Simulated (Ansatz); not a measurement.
Si, one cell by several methods

```xyz
2
Lattice="0.0000 2.7571 2.6340 2.7571 0.0000 2.6340 2.7571 2.7571 0.0000" Properties=species:S:1:pos:R:3 pbc="T T T"
Si    2.7571    2.7571    2.6340
Si    4.1357    4.1357    3.9510
```

Atoms are numbered in the order listed.

The structure is an experimental refinement, used without relaxation. The listed cell was then made from it by scaling, straining or moving an atom.

Methods: DFT, PBE, PAW with Ansatz's default frozen-core files, scalar-relativistic (Ansatz 0.2.0); DFT, PBE, all-electron PAW with datasets made for the crystal, scalar-relativistic (Ansatz 0.2.0); DFT, PBE, all-electron LAPW, scalar-relativistic (Ansatz 0.2.0).

For PAW: a Γ-centred 12×12×12 k mesh, Fermi–Dirac smearing of 0.08 eV, cutoff 420 eV, no spin polarisation. The crystal-made all-electron datasets (AE datasets) take a cutoff of 180 eV at this cell. LAPW targets a basis error of 0.25 meV/atom. The Ansatz runs share mesh, smearing and spin set-up. Plane-wave (PAW) pressures include the program's estimate of the Pulay term.

Stress and pressure are positive in compression.

The change that made this cell: z strained by -3 % at fixed volume.

```tsv
quantity	PAW	AE datasets	LAPW
pressure (GPa)	1.93	1.89	1.90
stress xx (GPa)	?	0.56	0.56
stress zz (GPa)	4.60	4.56	4.57
```

Task: Give the missing entry: row "stress xx (GPa)", column "PAW".

Result: 0.60.
